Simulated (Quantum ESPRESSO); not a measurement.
The system is BAs.

```xyz
2
Lattice="0.0000 2.3885 2.3885 2.3885 0.0000 2.3885 2.3885 2.3885 0.0000" Properties=species:S:1:pos:R:3 pbc="T T T"
As    3.5827    3.5827    3.5827
B     0.0000    0.0000    0.0000
```

| Quantity | Value |
| --- | --- |
| Program | Quantum ESPRESSO 7.5 |
| Task | phonons |
| Functional | LDA |
| Potentials or basis | PseudoDojo 0.4.1 SR LDA standard |
| Cutoff | 1088 eV |
| Density cutoff | 4354 eV |
| k mesh | 8 × 8 × 8, shifted |
| Occupations | fermi-dirac, width 0.05 eV |
| Spin | no spin polarisation |
| Form of the LDA correlation | PW92 |
| Mixing beta | 0.5 |
| Most SCF iterations | 120 |
| SCF threshold | 4e-10 Ry |

The first run showed a gap, so the response started from a second, tighter run with fixed occupations.

How polar is the lattice: what are the Born charges, the two dielectric constants and the LO-TO splitting?

Born charges ±0.46 e; dielectric constants 9.71 (electrons alone) and 9.80 (static); transverse and longitudinal modes at 681 and 684 cm⁻¹.

Caveat: the cell is more than 3 GPa from zero pressure, which shifts response properties.
